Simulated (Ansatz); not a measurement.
Runs of Ansatz 0.2.0 on FePt (Tetraferroplatinum). The structure is tetragonal, space group P4/mmm (No. 123). Conventional cell: a = 2.724 Å, b = 2.724 Å, c = 3.720 Å, α = 90.00°, β = 90.00°, γ = 90.00°. Pt (site symmetry 4/mmm) is surrounded by 8 Fe at 2.68 Å and 4 Pt at 2.72 Å. Around Fe (site symmetry 4/mmm) lie 8 Pt at 2.68 Å and 4 Fe at 2.72 Å. 

```tsv
task	level	cell	k mesh	cutoff (eV)	smearing	gap on the mesh (eV)	pressure (GPa)	moment (μB)	relaxed volume (Å³/atom)
relaxation of cell and atoms	BLYP+D3(BJ)	relaxed	10 × 10 × 7	-	fermi-dirac 0.05 eV	-	0.0	3.22	13.72
relaxation of cell and atoms	PBE	relaxed	10 × 10 × 7	-	fermi-dirac 0.05 eV	-	0.0	3.31	14.02
elastic constants	PBEsol	as given	7 × 7 × 5	303	fermi-dirac 0.05 eV	none	(c)	3.27	-
band structure	LDA	as given	10 × 10 × 7	282	fermi-dirac 0.05 eV	-	(b)	3.22	-
band structure	BLYP	as given	10 × 10 × 7	282	fermi-dirac 0.05 eV	-	14.1	3.22	-
relaxation of cell and atoms	LDA	relaxed	10 × 10 × 7	-	fermi-dirac 0.05 eV	-	0.0	3.16	(a)
single point	PBE	as given	10 × 10 × 7	282	gaussian 0.026 eV	none	3.3	3.28	-
single point	PBE	as given	10 × 10 × 7	282	gaussian 0.028 eV	none	3.3	3.28	-
```

Alike in all rows: potentials or basis all-electron LAPW, scalar-relativistic; spin collinear, ferromagnetic start; basis error allowed 0.001 eV/atom.

Estimate the missing entries.

(a) 13.05; (b) -12.7; (c) -5.7.

Caveats: spin-orbit coupling is left out, which moves the levels of the heavy elements (some runs); the k mesh is thin for a metal, which can move the energy by tens of meV per atom (some runs); a metal's response needs a denser mesh (some runs); the cell is more than 3 GPa from zero pressure, which shifts response properties (some runs); elastic constants of metals need much finer meshes, so these are rough (some runs).

A k mesh can miss the band edges, and the runs leave out spin-orbit coupling on Pt.

A gap of «none» marks a metal or a gap under the smearing width.
